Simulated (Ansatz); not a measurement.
An Ansatz input:

```yaml
crystal:
  lattice:
    - [-1.7195263245, 1.7195263245, 1.7195263245]
    - [1.7195263245, -1.7195263245, 1.7195263245]
    - [1.7195263245, 1.7195263245, -1.7195263245]
  atoms:
    - { symbol: Se, position: [0.0, 0.0, 0.0] }
hamiltonian:
  xc: pbe
  pseudopotentials:
    kind: paw
    azcp:
      Se: "pseudopotentials/Se.paw.azcp"
basis:
  ecutwfc: 420
  fft_grid_basis: typed
kpoints:
  mp_grid: { grid: [21, 21, 21], shift: [0, 0, 0] }
magnetization:
  spin_polarized: false
scf:
  occupations: { method: fermi_dirac, width: 0.1 }
```

Terminal output

```
Engine: ansatz 0.2.0, x86_64-unknown-linux-gnu
Pseudopotentials: kind: paw
Pseudopotential: Se, paw, valence charge 16, recommended cutoff 420 eV (normal) 
Functional definition: PBE
  parameter kappa = 0.804
  parameter beta = 0.06672455060314922
  exchange = pbe_x(kappa = kappa, mu = beta*pi^2/3)
  correlation = pbe_c(beta = beta)
Crystal: 1 atoms, lattice volume = 20.337 Å³
Basis set: ecut = 420 eV, 381 PW (Γ)
Bands: 12, of which v1, the nominal top of the filled ones, is band 8 counted from 1 (7 counted from 0)
Symmetry: 48 space group operations
Space group: Im-3m (ITA 229), of the structure as read, at distance tolerance 2.7e-5 Å
k-points: 286 of 9261
Non-local potential: Se, projectors of the file, l = 0: 2, l = 1: 2, l = 2: 3, l = 3: 1
PAW form: soft (Blöchl's): semilocal exchange-correlation on the pseudo side does not see the compensation charge
PAW one-centre angular grid: Se, 590 points (default); XC on 64 Gauss nodes
Initial density: superposition of atomic densities (neutral atoms: chi_scale 0, normalization atom), corrected by the library's trained network
Initial wavefunctions: pseudopotential atomic-orbital guess
Functional: x = pbe(κ = 0.804, μ = 0.2195149727645171), c = pbe(β = 0.06672455060314922)
SCF iter   1: F=—  HF=-5468.501654 eV  |F-HF|=—  |Δ(HF+E_count)|=         —  Δρ=1.25e-3  dr2=1.06e-4  ethr=1.77e-3  ⟨swp⟩=5.1  Hψ=20413  notcnv=0
SCF iter   2: F=—  HF=-5468.501854 eV  |F-HF|=—  |Δ(HF+E_count)|=   2.00e-4  Δρ=6.96e-4  dr2=2.42e-5  ethr=6.65e-7  ⟨swp⟩=2.1  Hψ=7930  notcnv=0
SCF iter   3: F=—  HF=-5468.501959 eV  |F-HF|=—  |Δ(HF+E_count)|=   1.05e-4  Δρ=2.61e-4  dr2=4.58e-6  ethr=1.51e-7  ⟨swp⟩=2.0  Hψ=5737  notcnv=0
SCF iter   4: F=—  HF=-5468.501971 eV  |F-HF|=—  |Δ(HF+E_count)|=   1.17e-5  Δρ=6.72e-5  dr2=4.36e-7  ethr=2.87e-8  ⟨swp⟩=2.5  Hψ=5632  notcnv=0
iter 5 did not close the SCF: its close was put off for the readings that it lacked (scf_convergence_deferred on its scf_iter line)
SCF iter   5: F=-5468.501971 eV  HF=-5468.501971 eV  |F-HF|=1.84e-8  |Δ(HF+E_count)|=   2.13e-7  Δρ=1.48e-5  dr2=2.88e-8  ethr=2.72e-9  ⟨swp⟩=2.0  Hψ=5735  notcnv=0
SCF iter   6: F=-5468.501971 eV  HF=-5468.501971 eV  |F-HF|=4.79e-9  |Δ(HF+E_count)|=   1.12e-9  Δρ=4.48e-6  dr2=4.34e-9  ethr=1.80e-10  ⟨swp⟩=1.0  Hψ=10407  notcnv=0
SCF 1 converged in 6 iterations: F = -5468.501971 eV  dr2 = 4.34e-9
SCF converged after 6 iterations
Free energy (F): -5468.501971 eV
Harris-Foulkes:  -5468.501971 eV  (|F-HF|=4.79e-9)
Internal energy: -5468.475052 eV  (E = F + TS)
E sigma→0 (E₀):  -5468.488512 eV
Entropy (-TS):   -0.026919 eV (-26.919 meV/atom)
Fermi energy:    11.158850 eV
--- Per-component energies (eV) ---
  E_band       = -344.013103
  E_kinetic    = 116.569858
  E_local      = -2063.594336  (includes V_loc(G=0)·N_el)
  E_nonlocal   = -593.940121
  E_hartree    = 1038.733111
  E_xc         = -103.412236
  E_vxc        = -97.169988  (∫ρ·V_xc dr)
  E_paw        = -1912.389542  (= ΣΔE_a)
  E_vpaw       = 216.659355  (= ΣTr[D̂ρ^β])
  E_aug_tail   = -0.000593  (compensation charges beyond the density's cutoff)
  E_ewald      = -1950.441193
  E_smearing   = -0.026919  (= −TS)
  E_closure    = 0.000000  (closes the sum)
  Σ components = -5468.501971   (vs F -5468.501971, Δ=0.00e0)
```
